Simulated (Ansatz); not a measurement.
# How AlP (F-43m) expands on warming, part 2 of 2

How much does AlP expand with temperature?

What experiment has found for this phase:
- heat capacity C_P per formula unit 42 J/mol/K and bulk modulus 86 GPa near room temperature (given in “High-Throughput Prediction of Finite-Temperature Properties using the Quasi-Harmonic Approximation”, 2016, arXiv:1603.06924)

Ansatz 0.2.0; DFT RPBE, scalar-relativistic, plane waves, PAW.

So far, isothermal bulk modulus at 298 K (GPa): step 5 (phonons on strained cells, q-mesh 2×2×2) 76.0. The relaxed cell has a = 5.544 Å (conventional setting).

The database entry behind the starting cell differs from later determinations by our own check (0.1 to 0.3 % short, probably kX units), so it need not match the best structure at ambient conditions.

**6. Phonons on strained cells, q-mesh 4×4×4**

input.yaml reads:

```yaml
crystal:
  lattice:
    - [0.0, 2.7717537049, 2.7717537049]
    - [2.7717537049, 0.0, 2.7717537049]
    - [2.7717537049, 2.7717537049, 0.0]
  atoms:
    - { symbol: Al, position: [0.0, 0.0, 0.0] }
    - { symbol: P, position: [0.25, 0.25, 0.25] }
kpoints:
  mp_grid: { grid: [8, 8, 8] }
hamiltonian:
  xc: rpbe
scf:
  occupations: { method: fixed }
output:
  eigenvalues: true
phonons:
  method: dfpt
  qmesh: [4, 4, 4]
  temperatures: { t_max: 800.0, t_step: 50 }
  thermal_expansion: {}
```

Started as:

```console
$ ansatz run input.yaml --threads 2 --pin off --max-ram 5120MiB --backend cpu --events-out ev --progress --plain --runs-dir out
```

Wall time 7.5 min (2 threads of Arm Neoverse V1, shared host); peak memory 0.83 GiB; 15 min of CPU time.

Numbers from this step:

```
volume expansion coefficient at 298 K            : 12.46 1e-6/K
C_P at 298 K                                     : 20.88 J/mol-atom/K
entropy at 298 K                                 : 21.37 J/mol-atom/K
isothermal bulk modulus at 298 K                 : 76.07 GPa
Grüneisen parameter at 298 K                     : 0.5873
volume at 298 K                                  : 21.44 Å³/atom
principal linear expansion coefficients at 298 K : 4.153, 4.153, 4.153 1e-6/K
```

Strained cells of the study; zero-point energy where phonons were solved; the pressures are stresses at a fixed cutoff and can carry an offset from the finite basis. Expansion cells, by row:

```
cell  |a| (Å)  |b| (Å)  |c| (Å)  V (Å³/atom)  E - E_lowest (meV/atom)  pressure, compression positive (GPa)  gap (eV)  zero-point energy (meV/atom)
   1     3.92     3.92     3.92        21.29                        0                                     0     1.755                             -
   2    3.951    3.951    3.951        21.81                    2.933                                -1.795       1.8                             -
   3    3.889    3.889    3.889        20.79                    3.066                                 1.985     1.707                             -
   4     3.92     3.92     3.92         21.3                        0                                -0.021     1.755                         54.59
   5     3.94     3.94     3.94        21.62                    1.195                                -1.164     1.784                         53.77
   6    3.929    3.929    3.929        21.45                    0.271                                -0.563     1.769                          54.2
   7    3.948    3.948    3.948        21.75                    2.313                                -1.602     1.795                         53.44
   8    3.881    3.881    3.881        20.67                    4.735                                 2.493     1.696                             -
   9    3.901    3.901    3.901        20.98                    1.154                                 1.197     1.726                             -
  10    3.961    3.961    3.961        21.98                     5.13                                 -2.34     1.814                             -
```

Quasi-harmonic; a, b, c are the run's own cell vectors. Expansion, by row:

```
T (K)  a (Å)  b (Å)  c (Å)  alpha (deg)  beta (deg)  gamma (deg)  cell volume (Å³/cell)  alpha_a (1e-6/K)  alpha_b (1e-6/K)  alpha_c (1e-6/K)  alpha_V (1e-6/K)  C_P (J/mol-atom/K)  C_V (J/mol-atom/K)  S (J/mol-atom/K)  B_T (GPa)  B_S (GPa)  Grueneisen  extrapolation  fit error (1e-6/K)
    0  3.927  3.927  3.927           60          60           60                  42.81                 0                 0                 0                 0                   0                   0                 0      77.62      77.62           -              0                   0
   50  3.927  3.927  3.927           60          60           60                  42.81             -0.37             -0.37             -0.37             -1.11               2.773               2.773             1.013      77.61      77.61        -0.4              0                   0
  100  3.927  3.927  3.927           60          60           60                  42.81              0.06              0.06              0.06              0.17               8.631               8.631             4.737      77.48      77.48        0.02              0                   0
  150  3.927  3.927  3.927           60          60           60                  42.82               1.5               1.5               1.5              4.51               13.71               13.71             9.247      77.21      77.23       0.327              0                   0
  200  3.927  3.927  3.927           60          60           60                  42.83              2.73              2.73              2.73               8.2               17.21                17.2             13.71      76.86      76.92       0.472              0                0.01
  250  3.928  3.928  3.928           60          60           60                  42.85              3.59              3.59              3.59             10.76               19.46               19.43             17.81      76.47      76.58       0.546              0                0.01
298.1  3.929  3.929  3.929           60          60           60                  42.88              4.15              4.15              4.15             12.46               20.88               20.83             21.37      76.07      76.24       0.587              0                0.01
  300  3.929  3.929  3.929           60          60           60                  42.88              4.17              4.17              4.17             12.51               20.92               20.88              21.5      76.05      76.22       0.588              0                0.01
  350   3.93   3.93   3.93           60          60           60                   42.9              4.58              4.58              4.58             13.75               21.91               21.84              24.8      75.63      75.85       0.615              0                0.01
  400   3.93   3.93   3.93           60          60           60                  42.93              4.89              4.89              4.89             14.66               22.59               22.51             27.77      75.19      75.47       0.633              0                0.01
  450  3.931  3.931  3.931           60          60           60                  42.97              5.12              5.12              5.12             15.36               23.09               22.99             30.46      74.76      75.09       0.646              0                0.01
  500  3.932  3.932  3.932           60          60           60                     43              5.31              5.31              5.31             15.92               23.46               23.34             32.92      74.32       74.7       0.656              0                0.01
  550  3.934  3.934  3.934           60          60           60                  43.04              5.46              5.46              5.46             16.39               23.75               23.61             35.17      73.87      74.32       0.664              0                0.01
  600  3.935  3.935  3.935           60          60           60                  43.07              5.59              5.59              5.59             16.78               23.98               23.82             37.24      73.43      73.93       0.671              0                0.01
  650  3.936  3.936  3.936           60          60           60                  43.11              5.71              5.71              5.71             17.13               24.16               23.98             39.17      72.99      73.54       0.677              0                0.01
  700  3.937  3.937  3.937           60          60           60                  43.14              5.81              5.81              5.81             17.44               24.31               24.11             40.97      72.54      73.14       0.682              0                0.01
  750  3.938  3.938  3.938           60          60           60                  43.18              5.91              5.91              5.91             17.72               24.44               24.21             42.65       72.1      72.75       0.686              0                0.02
  800  3.939  3.939  3.939           60          60           60                  43.22              5.99              5.99              5.99             17.98               24.54                24.3             44.23      71.65      72.36        0.69              0                0.03
```

Table of expansion coefficient by temperature; values in 1e-6/K:

```
temperature (K)  volume  principal 1
              0       0            0
             50   -1.11        -0.37
            100    0.17         0.06
            150    4.51          1.5
            200     8.2         2.73
            250    10.8         3.59
            298    12.5         4.15
            300    12.5         4.17
            350    13.8         4.58
            400    14.7         4.89
            450    15.4         5.12
            500    15.9         5.31
            550    16.4         5.46
            600    16.8         5.59
            650    17.1         5.71
            700    17.4         5.81
            750    17.7         5.91
            800    18.0         5.99
```

Changing the q-mesh (2×2×2 → 4×4×4) takes the volume expansion at 298 K from 10.1 to 12.5 × 10⁻⁶/K and B_T from 76.0 to 76.1 GPa.

**7. Results**

```yaml
settings_of_these_figures: RPBE, 487.2 eV, k 8×8×8, q 4×4×4
volume_expansion_coefficient_at_298_k: 12.46 1e-6/K
c_p_at_298_k: 20.88 J/mol-atom/K
entropy_at_298_k: 21.37 J/mol-atom/K
isothermal_bulk_modulus_at_298_k: 76.07 GPa
grueneisen_parameter_at_298_k: 0.5873
volume_at_298_k: 21.44 Å³/atom
principal_linear_expansion_coefficients_at_298_k: 4.153, 4.153, 4.153 1e-6/K
```

In words: Near room temperature AlP expands by 12.5 × 10⁻⁶/K in volume by RPBE, with C_P = 20.9 J/(mol K) per mole of atoms and B_T = 76.1 GPa. At low temperature the volume shrinks on warming, because modes with negative Grüneisen parameters outweigh the rest; the coefficient turns positive near 90 K. C_P at room temperature is 84 % of the classical 3R an atom, so the stiffest modes are still partly frozen out. A measured bulk modulus near room temperature is 86 GPa (arXiv:1603.06924); the calculated 76.1 GPa differs by -12 %. The table does not say whether its value is isothermal or adiabatic. A measured heat capacity per formula unit near room temperature is 42 J/mol/K (arXiv:1603.06924); the calculated 41.8 J/mol/K differs by -1 %. The expansion still moved strongly between the settings tried, so its convergence is not shown. Changing the q-mesh moves the volume expansion at 298 K between 10.1 and 12.5 × 10⁻⁶/K, while the CPU time spans a factor of 4.2. The interpolation has no quadrupole term, so branches near the zone centre are less sure, since this crystal has sites that are not centres of inversion. The PAW files were made for PBE and are used here under another functional, for which the program regenerates the frozen cores.

[Logs are printed without paths, hosts, clocks, repeated set-up lines and the standing remarks that a program may print on its own settings, such as how far it seeks lower states.]

[Hosts, paths, dates, database ids (printed as entryN), source tags and the programs' standing remarks are cut or masked in the printed files.]

[A step with changed settings may run another functional than the one named; its input shows which.]
